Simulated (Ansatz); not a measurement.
A run of Ansatz 0.2.0 is set up as follows.

Contents of input.yaml:

```yaml
crystal:
  lattice:
    - [0.0, 2.454822, 2.454822]
    - [2.454822, 0.0, 2.454822]
    - [2.454822, 2.454822, 0.0]
  atoms:
    - { symbol: Hf, position: [0.0, 0.0, 0.0] }
    - { symbol: "N", position: [0.25, 0.25, 0.25] }
hamiltonian:
  xc: pbesol
  pseudopotentials: { kind: paw }
kpoints:
  mp_grid: { grid: [9, 9, 9] }
scf:
  occupations: { method: fermi_dirac, width: 0.05 }
output:
  forces: true
  stress: true
  eigenvalues: true
relax:
  f_tol: 0.01
  max_steps: 40
  cell: { stress_tol: 0.05 }
```

Potentials or basis: Ansatz PAW.

Command:

```sh
$ ansatz run input.yaml --threads 2 --pin off --max-ram 5632MiB --backend cpu --events-out ev --progress --plain --runs-dir out
```

Task: Estimate the relaxed cell.

Result: a = 3.441 Å, b = 3.441 Å, c = 3.441 Å, α = 60.00°, β = 60.00°, γ = 60.00°.

Task: Predict the relaxed volume.

Result: 14.41 Å³/atom.

Task: Estimate the space group after relaxing (to 0.05 Å).

Result: F-43m (No. 216).

Step by step:
```csv
step,energy change (eV),largest force (eV/Å),volume (Å³)
1,0.0000,0.0000,29.59
2,-0.0135,0.0000,28.60
3,-0.0141,0.0000,28.84
4,-0.0141,0.0000,28.83
5,-0.0124,0.0000,28.83
6,-0.0124,0.0000,28.81
7,-0.0124,0.0000,28.81
```

Caveat: the plane-wave basis is chosen anew once the cell has moved, so the energies of steps on either side of that aren't comparable; the pressure holds a Pulay correction of +0.4 GPa for the finite cutoff; the PAW data sets come from PBE, with cores solved anew for the run's functional, which leaves a small shift of forces and pressure. Spin-orbit coupling is left out, which matters for the levels of Hf.
